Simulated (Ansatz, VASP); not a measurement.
# Na: VASP beside Ansatz

File INCAR:

```
ALGO = Normal
EDIFF = 1E-6
EDIFFG = -0.01
ENCUT = 600
GGA = PS
IBRION = 2
ISIF = 3
ISMEAR = -1
LASPH = T
LCHARG = F
LREAL = F
LWAVE = F
NELM = 60
NSW = 60
PREC = Accurate
SIGMA = 0.05
```

File KPOINTS:

```
k-points
0
Gamma
  9 9 9
```

File POSCAR:

```
Na
1.0
   -2.1410000000      2.1410000000      2.1410000000
    2.1410000000     -2.1410000000      2.1410000000
    2.1410000000      2.1410000000     -2.1410000000
Na
1
Direct
    0.0000000000      0.0000000000      0.0000000000
```

File input.yaml:

```yaml
crystal:
  lattice:
    - [-2.141, 2.141, 2.141]
    - [2.141, -2.141, 2.141]
    - [2.141, 2.141, -2.141]
  atoms:
    - { symbol: Na, position: [0.0, 0.0, 0.0] }
hamiltonian:
  xc: pbesol
  pseudopotentials: { kind: paw }
kpoints:
  mp_grid: { grid: [9, 9, 9] }
scf:
  occupations: { method: fermi_dirac, width: 0.05 }
output:
  forces: true
  stress: true
  eigenvalues: true
relax:
  f_tol: 0.01
  max_steps: 40
  cell: { stress_tol: 0.05 }
```

Alike in both runs: task relaxation of cell and atoms; functional PBEsol; k mesh 9 × 9 × 9; occupations fermi-dirac, width 0.05 eV; no spin polarisation.

|  | VASP | Ansatz |
| --- | --- | --- |
| version | VASP 6.6.1 | Ansatz 0.2.0 |
| potentials or method | VASP PAW PBE potentials, release 64 (Na_pv) | Ansatz PAW |
| plane-wave cutoff (eV) | 600 | 420 |
| valence electrons in the cell | 7 | 9 |

```csv
,VASP,Ansatz,Ansatz less VASP
"gap on the k mesh at the Fermi level, each at its own relaxed structure (eV)",none,none,-
relaxed volume (Å³/atom),36.18,36.23,+0.056
relaxed cell length with the largest relative difference (Å),3.609,3.611,+0.0019
energy change over the relaxation (meV/atom),-6,-6,+0.2
```

A gap of «none» marks a metal or a gap that the smearing closes. The two sets of potentials don't hold the same shells in valence.

Caveats: the PAW data sets were made with another functional, which shifts forces and pressure a little (VASP); the plane-wave basis is chosen anew once the cell has moved, so the energies of steps on either side of that aren't comparable (Ansatz); the PAW data sets come from PBE, with cores solved anew for the run's functional, which leaves a small shift of forces and pressure (Ansatz).
